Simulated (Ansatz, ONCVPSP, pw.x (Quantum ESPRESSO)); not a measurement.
# La: does the ONCV potential hold in the solid?

ONCVPSP 4.0.1 input, shortened (lines: element, Z, core and valence counts, functional; n l f; lmax; l rc ep ncon nbas qcut; lloc lpopt rc5 dvloc0; l nproj debl; icmod fcfact rcfact), PBE, scalar-relativistic:

```
  La 57.00    9    4        4      upf
    1    0    2.00
    2    0    2.00
    2    1    6.00
    3    0    2.00
    3    1    6.00
    3    2   10.00
    4    0    2.00
    4    1    6.00
    4    2   10.00
    5    0    2.00
    5    1    6.00
    5    2    1.00
    6    0    2.00
    3
    0    2.20    0.00    3    6    4.10
    1    2.55    0.00    5    9    5.30
    2    3.95    0.00    4    8    3.70
    3    4.82    0.33    4    7    3.10
    4    5    2.15    3.00
    0    2    3.10
    1    2    3.70
    2    2    2.30
    3    2    1.30
    2    0.75    0.85
```

In the f channel the program set the typed energies aside and used -0.160, 1.140 Ha.

Crystal test: sc La in pw.x 7.5, no spin, 10³ k-points, Fermi–Dirac smearing 0.01 Ry, cutoffs 50/200 Ry. The reference is all-electron LAPW (Ansatz 0.2.0) with the same functional, mesh and smearing; V0 and B0 come from Birch–Murnaghan fits to the pressures at five volumes. Errors are pseudo minus all-electron; Δ is the rms difference of the E(V) curves that follow from these fits, minima aligned, over ±6 % about the mean V0. Mesh and smearing are coarse, so the numbers serve the comparison and aren't converged zero-temperature values; the lattice is a test structure that the element need not adopt.

```json
{"V (Å³/atom)": "35.159", "P all-electron (GPa)": "1.20", "P pseudo (GPa)": "149.08"}
{"V (Å³/atom)": "36.084", "P all-electron (GPa)": "0.55", "P pseudo (GPa)": "143.24"}
{"V (Å³/atom)": "37.009", "P all-electron (GPa)": "-0.04", "P pseudo (GPa)": "134.85"}
{"V (Å³/atom)": "37.934", "P all-electron (GPa)": "-0.56", "P pseudo (GPa)": "125.25"}
{"V (Å³/atom)": "38.859", "P all-electron (GPa)": "-1.03", "P pseudo (GPa)": "114.46"}
```

All-electron: a0 = 3.331 Å (V0 = 36.94 Å³/atom), B0 = 22.3 GPa.

Pseudopotential: converged, but broken (pressure over 100 GPa off). The pressure does not cross zero within the volumes sampled, so no fit is given. The largest radius (4.82 bohr) exceeds half the bond length (3.15 bohr), so the spheres overlap, which is one possible source of error among others. A pressure error of this size marks a broken potential; the numbers have no physical meaning.

Q: At the middle volume, how do free energy and pressure move when the wave cutoff is lowered (ecutrho kept at four times it)?

A:

| cutoff (Ry) | shift of F (meV/atom) | shift of P (GPa) |
| --- | --- | --- |
| 22 | +105.7 | -2.53 |
| 30 | +9.2 | -0.02 |
| 40 | +2.7 | -0.03 |

The run at the middle volume (56 k-points, 8 iterations) took about 13 s on one core of a shared host (Intel(R) Xeon(R) Platinum 8488C, 192 threads, 744 GiB, load 71).
